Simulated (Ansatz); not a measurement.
## Ni3Ge under pressure

All numbers below come from Ansatz, DFT PBEsol, scalar-relativistic, plane waves, PAW. Cutoff 420 eV, 12×12×12 k-points (Γ-centred), Fermi-Dirac smearing of 0.15 eV. No spin polarisation. Phonons by linear response, acoustic sum rule imposed.

Relaxed structure:
```cif
data_structure
_symmetry_space_group_name_H-M 'Pm-3m'
_symmetry_Int_Tables_number 221
_cell_length_a 3.5270
_cell_length_b 3.5270
_cell_length_c 3.5270
_cell_angle_alpha 90.000
_cell_angle_beta 90.000
_cell_angle_gamma 90.000
_cell_volume 43.87
loop_
_atom_site_label
_atom_site_type_symbol
_atom_site_symmetry_multiplicity
_atom_site_Wyckoff_symbol
_atom_site_fract_x
_atom_site_fract_y
_atom_site_fract_z
_atom_site_occupancy
Ni1 Ni 3 c 0.50000 0.00000 0.50000 1
Ge1 Ge 1 a 0.00000 0.00000 0.00000 1
```

In a metal, frequencies and elastic constants depend on the k mesh and the smearing, soft modes and shear constants most. Spin polarisation was left out, and a magnetic state may lie lower.

Optical modes at Γ (cm⁻¹) at zero pressure: 173, 195, 297.

Task: Under hydrostatic pressure the same modes lie at 184, 207, 314 cm⁻¹. What is the pressure, and how much has the cell shrunk?

Result: 6 GPa; the volume is 2.6 % smaller.